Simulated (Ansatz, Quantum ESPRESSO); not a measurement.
One calculation of CuO, 3 ways

```
Cu O
1.0
     3.42205    0.00000    0.00000
     0.00000    3.42205    0.00000
     0.00000    0.00000    4.26046
Cu O
2 2
Direct
  0.00418 0.49336 0.98239
  0.50524 0.99072 0.50765
  0.99230 0.99619 0.25335
  0.99293 0.99792 0.74435
```

The cell comes from a database or a generator and needn't be the stable form of this composition.

Atoms were shifted at random by some hundredths of an Å from the given cell, which wasn't relaxed again for these runs.

Alike in all runs: task single point; functional PBE; k mesh 8 × 8 × 6; occupations fermi-dirac, width 0.05 eV; no spin polarisation; no spin-orbit coupling. A missing gap at this level doesn't show that the real crystal is a metal. Pressure is positive in compression and, in plane waves, holds the error of the finite cutoff, which Ansatz's Pulay term estimates and takes out.

| program and potentials | plane-wave cutoff (eV) | notes | band gap (eV) | pressure (GPa) | largest force (eV/Å) | energy over the undisturbed cell (meV/atom) |
| --- | --- | --- | --- | --- | --- | --- |
| Quantum ESPRESSO, SSSP 1.3 efficiency PBE | 748 | 8.5 valence electrons an atom on average | no gap | -2.60 | 0.725 | 14.28 |
| Ansatz, Ansatz PAW (earlier soft set) | 420 | 12.5 valence electrons an atom on average; Pulay term of +0.36 GPa included | no gap | -2.29 | 0.724 | 14.23 |
| Ansatz, all-electron LAPW, scalar-relativistic | - | - | no gap | -2.33 | 0.720 | - |

Force on atom 3 (O), eV/Å:

```tsv
program and potentials	x	y	z
Quantum ESPRESSO, SSSP 1.3 efficiency PBE	0.313	-0.099	-0.647
Ansatz, Ansatz PAW (earlier soft set)	0.310	-0.099	-0.646
Ansatz, all-electron LAPW, scalar-relativistic	0.308	-0.099	-0.644
```

None finds a gap. The pressure spans -2.60 (Quantum ESPRESSO, SSSP 1.3 efficiency PBE) to -2.29 GPa (Ansatz, Ansatz PAW (earlier soft set)), with all-electron results at -2.33.

Differences between rows come from potentials, basis sets and numerical settings, since the functional is the same but for its coding. Runs on potential files found faulty are left out.
